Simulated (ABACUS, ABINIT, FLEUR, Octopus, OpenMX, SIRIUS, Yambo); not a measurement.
**The band gap of BN, sorted by core time**

Symmetry: F-43m, No. 216, cubic system. The conventional cell has a = 3.626 Å, b = 3.626 Å, c = 3.626 Å, α = 90.00°, β = 90.00°, γ = 90.00°. N (site symmetry -43m) is surrounded by 4 B at 1.57 Å. B (site symmetry -43m) is surrounded by 4 N at 1.57 Å.

```tsv
rung	level	program and potentials	cutoff (eV)	k mesh	task	core time	chip	band gap (eV)	miss (eV)	notes
Hartree-Fock	Hartree-Fock on LDA	Yambo, PseudoDojo 0.4.1 SR LDA standard	1143	6 × 6 × 6	Hartree-Fock levels	2.2 s	Intel Xeon 6975P-C Granite Rapids	13.41	+7.01	coarse mesh
GGA	PBE	ABACUS, GBRV ultrasoft 1.5 PBE, plane waves	544	10 × 10 × 10	single point	4 s	Intel Xeon 6975P-C Granite Rapids	(a)	?	mesh may miss the edge
GGA	PBEsol	SIRIUS, PseudoDojo 0.4.1 PBE standard (scalar relativistic)	1152	13 × 13 × 13	band structure	13 s	Intel Xeon 6975P-C Granite Rapids	4.30	-2.10	potentials made for PBE; from the band path
LDA	LDA	SIRIUS, PseudoDojo 0.4.1 PBE standard (scalar relativistic)	1152	13 × 13 × 13	band structure	13 s	Intel Xeon 6975P-C Granite Rapids	4.26	-2.14	potentials made for PBE; from the band path
GGA	PBEsol	FLEUR, all-electron, FLAPW	-	13 × 13 × 13	band structure	30 s	Arm Neoverse V2	4.27	-2.13	from the band path
GGA	PBE	OpenMX, OpenMX 2013 PBE set, N6.0-s2p2d1, B7.0-s2p2d1, grid cutoff 400 Ry	-	13 × 13 × 13	band structure	2.5 min	Arm Neoverse V1	4.62	-1.78	atomic basis; from the band path
GGA	PBE	OpenMX, OpenMX 2013 PBE set, N6.0-s3p2d2, B7.0-s3p2d2, grid cutoff 400 Ry	-	13 × 13 × 13	band structure	4.8 min	Arm Neoverse V1	4.49	-1.91	atomic basis; from the band path
GGA	PBEsol	Octopus, sg15 (PBE)	-	9 × 9 × 9	band structure	14 min	Intel Xeon Skylake/Cascade Lake	(b)	?	potentials made for PBE; from the band path
hybrid	PBE0	ABINIT, PseudoDojo NC SR PBE v0.4.1 standard	952	8 × 8 × 8	single point	84 min	AMD EPYC 9R45 Zen 5	6.58	+0.18	potentials made for PBE; mesh may miss the edge
```

Times are single runs on shared hosts and different chips, so they are rough; meshes, cutoffs and the tasks' sizes weigh on the time. All rows: no spin polarisation. Gaps are the least found on the k mesh or the band path, and a mesh can miss the band edges. Meshes differ between rows, which moves values too. All levels ran on this one cell, unrelaxed unless noted. Meshes are those of the run's cell of 2 atoms unless a note names another. Misses use the values as printed. Runs on faulty files, with rough fits or with known faults for this quantity aren't shown. No row holds spin-orbit coupling.

Measured: 6.4 eV at 300 K (a printed reference work). The runs are for a static lattice.

**Question.** Estimate the values left out from the other rows.

**Answer.** (a) 4.46 eV, miss -1.94; (b) 4.29 eV, miss -2.11.
